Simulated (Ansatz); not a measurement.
**Gradients in SnS at several cell volumes**

Reference cell: an entry of the Crystallography Open Database (COD), its atoms then relaxed with PBE in this cell.

```cif
data_SnS
_symmetry_space_group_name_H-M 'Pnma'
_symmetry_Int_Tables_number 62
_cell_length_a 11.3200
_cell_length_b 4.0500
_cell_length_c 4.2420
_cell_angle_alpha 90.000
_cell_angle_beta 90.000
_cell_angle_gamma 90.000
loop_
_atom_site_label
_atom_site_type_symbol
_atom_site_symmetry_multiplicity
_atom_site_Wyckoff_symbol
_atom_site_fract_x
_atom_site_fract_y
_atom_site_fract_z
Sn Sn 4 c 0.1204 0.2500 0.1080
S S 4 c 0.8517 0.2500 0.4769
```

One atom of each set is listed.

The numbers come from a DFT calculation in Ansatz (PBE, plane waves and PAW, scalar-relativistic, 420 eV cutoff, Γ-centred 4×11×10 k-points, Fermi–Dirac smearing 0.02 eV).

The cell is scaled uniformly, and the ions relax again at each size.

| V/V₀ | Sn V_zz (η) | S V_zz (η) |
| --- | --- | --- |
| 0.94 | -10.79 (0.32) | -2.27 (0.03) |
| 0.96 | -10.93 (0.31) | -2.47 (0.02) |
| 0.98 | -11.01 (0.31) | -2.73 (0.06) |
| 1.00 | ? | ? |
| 1.02 | -11.46 (0.27) | -3.02 (0.10) |
| 1.04 | -11.67 (0.24) | -3.22 (0.10) |
| 1.06 | -12.10 (0.23) | -3.43 (0.10) |

**Question.** Fill in the row for V/V₀ = 1.00 (V_zz in 10²¹ V/m²).

**Answer.** Sn: -11.20 (0.30), S: -2.86 (0.08). Worked for Sn: a power law through the other 6 rows, |V_zz| = 11.33 × (V/V₀)^0.92, gives 11.33 at V/V₀ = 1.00, against 11.20 from the run (+1.1 %). Logarithmic slopes d ln|V_zz|/d ln V over the series: Sn 0.9, S 3.3. Point charges on a uniformly scaled lattice would give −1; atoms that shift within the cell as it changes, and charge that moves in the bonds, make the difference.

No dispersion correction is included, which matters between the layers of this solid.

Without spin–orbit coupling (the program notes it for Sn) the gradients can shift somewhat, as the gap is small.
